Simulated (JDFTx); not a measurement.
Input of a JDFTx 1.7.0 (patched build) run:

The input Y.in:

```
lattice \
    0.0000000000     4.8225641782     4.8225641782 \
    4.8225641782     0.0000000000     4.8225641782 \
    4.8225641782     4.8225641782     0.0000000000
coords-type Lattice
ion Y      0.0000000000     0.0000000000     0.0000000000 1

ion-species pseudo/Y.upf
elec-cutoff 36
elec-ex-corr gga-PBE
kpoint-folding 9 9 9
elec-smearing Fermi 0.0018374661
elec-n-bands 11
electronic-SCF nIterations 100 energyDiffThreshold 1e-08
electronic-minimize nIterations 30 energyDiffThreshold 1e-7
converge-empty-states yes
forces-output-coords Cartesian

dump-name run.$VAR
dump End Ecomponents EigStats BandEigs Kpoints Forces Stress
```

Potentials or basis: PseudoDojo-SR-PBE-0.5-standard.

Run with:

```sh
$ jdftx -c 1 -i Y.in -o Y.out
```

**Question.** Estimate the band gap on the k mesh.

**Answer.** None (metal or under the smearing width).

**Question.** What does it give for the pressure?

**Answer.** -0.8 GPa.
